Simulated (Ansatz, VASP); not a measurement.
**One calculation of Tl, two programs**

The input INCAR:

```
SYSTEM = Tl
PREC     = Accurate       ! precision mode
ENCUT    = 520            ! plane-wave cutoff, eV
EDIFF    = 1E-7           ! SCF threshold, eV
ISMEAR   = 0              ! smearing method
SIGMA    = 0.1            ! smearing width, eV
LREAL    = .False.        ! projectors in reciprocal space
LASPH    = .True.         ! aspherical terms in the spheres
NELM     = 100            ! most SCF steps
ALGO     = Normal         ! electronic algorithm
ISIF     = 2              ! what is computed and relaxed
LWAVE    = .False.        ! write WAVECAR
LCHARG   = .False.        ! write CHGCAR
GGA      = PS             ! functional
NBANDS   = 26             ! bands
```

The input KPOINTS:

```
regular mesh
0
Gamma
  6 6 6
  0 0 0
```

The input POSCAR:

```
Tl
1.0
    1.7810518452      1.0282907623      8.2404167867
   -1.7810518452      1.0282907623      8.2404167867
    0.0000000000     -2.0565815246      8.2404167867
Tl
3
Direct
    0.0000000000      0.0000000000      0.0000000000
    0.2209406600      0.2209406600      0.2209406600
    0.7790593400      0.7790593400      0.7790593400
```

Input for Ansatz:

```yaml
crystal:
  lattice:
    - [1.7810518452, 1.0282907623, 8.2404167867]
    - [-1.7810518452, 1.0282907623, 8.2404167867]
    - [0.0, -2.0565815246, 8.2404167867]
  atoms:
    - { symbol: Tl, position: [0.0, 0.0, 0.0] }
    - { symbol: Tl, position: [0.22094066, 0.22094066, 0.22094066] }
    - { symbol: Tl, position: [0.77905934, 0.77905934, 0.77905934] }
basis:
  ecutwfc: 420
kpoints:
  mp_grid: { grid: [6, 6, 6] }
hamiltonian:
  xc: pbesol
scf:
  occupations: { method: gaussian, width: 0.1 }
output:
  forces: true
  stress: true
  eigenvalues: true
```

This isn't the form of Tl at room conditions, which is hcp.

Alike in both runs: task single point; functional PBEsol; k mesh 6 × 6 × 6; occupations gaussian, width 0.1 eV; no spin polarisation.

|  | VASP | Ansatz |
| --- | --- | --- |
| version | VASP 6.6.1 | Ansatz 0.2.0 |
| potentials or method | VASP PAW PBE potentials, release 64 (Tl_d) | scalar-relativistic, plane waves, PAW |
| plane-wave cutoff (eV) | 520 | 420 |
| valence electrons in the cell | 39 | 39 |

VASP gave:

| Quantity | Value |
| --- | --- |
| gap on the k mesh at the Fermi level (eV) | none |
| pressure (GPa) | -1.9 |
| largest component of the traceless stress (GPa) | 0.27 |
| rms of the force components (eV/Å) | 0.006 |

**Question.** Which values does Ansatz return?

**Answer.** gap on the k mesh at the Fermi level (eV): none; pressure (GPa): -1.8; largest component of the traceless stress (GPa): 0.27; rms of the force components (eV/Å): 0.006.

Atom by atom the forces differ by 0.000 eV/Å (rms over components). A gap of «none» marks a metal or a gap that the smearing closes. With one functional, cell and mesh, what is left measures potentials, basis and numerics.

Caveats: the PAW data sets were made with another functional, which shifts forces and pressure a little (VASP). Spin-orbit coupling is left out, which matters for the levels of Tl.
